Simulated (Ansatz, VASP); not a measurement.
Al2O3: VASP beside Ansatz

```
CELL_PARAMETERS angstrom
2.86497 0.00000 0.00000
-1.43248 2.48113 0.00000
0.00000 0.00000 9.27409
ATOMIC_POSITIONS crystal
Al 0.00000 0.00000 0.85001
Al 0.00000 0.00000 0.14999
O 0.33333 0.66667 0.77768
O 0.66667 0.33333 0.00000
O 0.33333 0.66667 0.22232
```

Change from the starting cell: volume scaled by 0.98.

Alike in both runs: task single point; functional PBE; k mesh 11 × 11 × 3; occupations fermi-dirac, width 0.05 eV; no spin polarisation.

|  | VASP | Ansatz |
| --- | --- | --- |
| version | VASP 6.6.1 | Ansatz 0.2.0 |
| potentials or method | VASP PAW PBE potentials, release 64 (Al, O) | Ansatz PAW |
| plane-wave cutoff (eV) | 520 | 420 |
| valence electrons in the cell | 24 | 24 |

```csv
,VASP,Ansatz,Ansatz less VASP
gap on the k mesh at the Fermi level (eV),4.95,4.97,+0.019
least direct gap on the mesh (eV),5.19,5.21,+0.017
pressure (GPa),3.1,3.0,-0.03
largest component of the traceless stress (GPa),1.19,0.96,-0.227
rms of the force components (eV/Å),0.097,0.111,+0.0143
```

Atom by atom the forces differ by 0.017 eV/Å (rms over components).

Caveats: an odd mesh through Γ misses points on the zone boundary, where band edges often lie (VASP); odd divisions of the mesh miss points on the zone boundary, where band edges often lie, so the gap on the mesh can be too wide (Ansatz); the pressure holds a Pulay correction of +0.6 GPa for the finite cutoff (Ansatz).
